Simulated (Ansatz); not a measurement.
Ge: energy from the work of forces and stress

```yaml
crystal:
  lattice:
    - [0.00000, 2.88574, 5.11566]
    - [2.63050, 0.00000, 5.11566]
    - [2.63050, 2.88574, 0.00000]
  atoms:
    - { symbol: Ge, position: [0.78187, 0.78187, 0.21813] }
    - { symbol: Ge, position: [0.21813, 0.21813, 0.78187] }
    - { symbol: Ge, position: [0.27351, 0.72649, 0.27351] }
    - { symbol: Ge, position: [0.72649, 0.27351, 0.72649] }
```

These are results of DFT PBE, scalar-relativistic, plane waves, PAW in Ansatz, not measurements.

Cutoff 420 eV; k points 12×12×12 on the computed 4-atom cell (Γ-centred); Gaussian smearing, width 0.10 eV; no spin polarisation.

At the start the stress (GPa, compression positive, xx yy zz yz xz xy) is 0.40 0.10 -0.53 0.00 0.00 0.00 and the forces (eV/Å) are Ge1 (0.00, 0.00, -0.01); Ge2 (0.00, 0.00, 0.01); Ge3 (0.00, 0.01, 0.00); Ge4 (0.00, -0.01, 0.00). Each variant moves atoms by u and then strains the cell by ε, so an atom ends at (r + u)(1 + ε); shears are tensor components, each standing twice in ε. The starting volume is 77.67 Å³.

Variant 1: strain (xx yy zz yz xz xy, %) -3.02 -3.19 2.89 0.00 0.00 0.00, moves (Å) Ge1 (0.000, 0.000, -0.350); Ge2 (0.000, 0.000, 0.350); Ge3 (0.000, 0.050, 0.000); Ge4 (0.000, -0.050, 0.000). There the stress is 8.62 6.66 -0.95 0.00 0.00 0.00 GPa and the forces (eV/Å) are Ge1 (0.00, 0.00, 0.11); Ge2 (0.00, 0.00, -0.11); Ge3 (0.00, -0.98, 0.00); Ge4 (0.00, 0.98, 0.00).

Variant 2: strain (xx yy zz yz xz xy, %) 5.25 7.72 -2.52 0.00 0.00 0.00, moves (Å) Ge1 (0.000, 0.000, 0.039); Ge2 (0.000, 0.000, -0.039); Ge3 (0.000, -0.016, 0.000); Ge4 (0.000, 0.016, 0.000). There the stress is -6.82 -5.54 -2.52 0.00 0.00 0.00 GPa and the forces (eV/Å) are Ge1 (0.00, 0.00, -0.26); Ge2 (0.00, 0.00, 0.26); Ge3 (0.00, 0.24, 0.00); Ge4 (0.00, -0.24, 0.00).

Variant 3: strain (xx yy zz yz xz xy, %) 0.98 -6.58 -3.46 0.00 0.00 0.00, moves (Å) Ge1 (0.000, 0.000, 0.041); Ge2 (0.000, 0.000, -0.041); Ge3 (0.000, 0.010, 0.000); Ge4 (0.000, -0.010, 0.000). There the stress is -0.21 17.35 9.95 0.00 0.00 0.00 GPa and the forces (eV/Å) are Ge1 (0.00, 0.00, -0.49); Ge2 (0.00, 0.00, 0.49); Ge3 (0.00, -0.31, 0.00); Ge4 (0.00, 0.31, 0.00).

Variant 4: strain (xx yy zz yz xz xy, %) -2.50 -4.40 -3.31 0.09 0.00 0.00, moves (Å) Ge1 (0.000, -0.024, -0.010); Ge2 (0.000, 0.024, 0.010); Ge3 (0.000, -0.022, 0.025); Ge4 (0.000, 0.022, -0.025). There the stress is 8.07 10.59 8.33 -0.65 0.00 0.00 GPa and the forces (eV/Å) are Ge1 (0.00, 0.18, -0.22); Ge2 (0.00, -0.18, 0.22); Ge3 (0.00, 0.16, -0.14); Ge4 (0.00, -0.16, 0.14).

Question: Estimate each change of free energy from forces and stresses by the trapezoid rule along the path (r + tu)(1 + tε), t from 0 to 1, and compare with the computed change.

Answer: The derivative of the energy along the path is −F·u(1 + tε) for the atoms and −V σ(1 + tε)⁻¹ : ε for the cell, with F, σ and V taken at t (σ positive in compression; 1 eV/Å³ = 160.2 GPa). Averaging t = 0 and t = 1 gives, in meV per atom:
| variant | work on atoms | work on cell | sum | computed |
| --- | --- | --- | --- | --- |
| 1 | 21.0 | 32.0 | 53.0 | 75.1 |
| 2 | 3.6 | 42.4 | 46.0 | 57.6 |
| 3 | 5.7 | 86.3 | 91.9 | 80.7 |
| 4 | 2.2 | 53.4 | 55.6 | 51.5 |

The rule is exact for a quadratic energy surface and overshoots a term ct³ by c/2, so the difference between the last two columns measures the net anharmonic part along the path (terms of opposite sign can cancel, and the finite basis adds a little): 8 to 29 % here. The largest difference belongs to a path far outside the harmonic range.

This form isn't the element's structure at ambient conditions.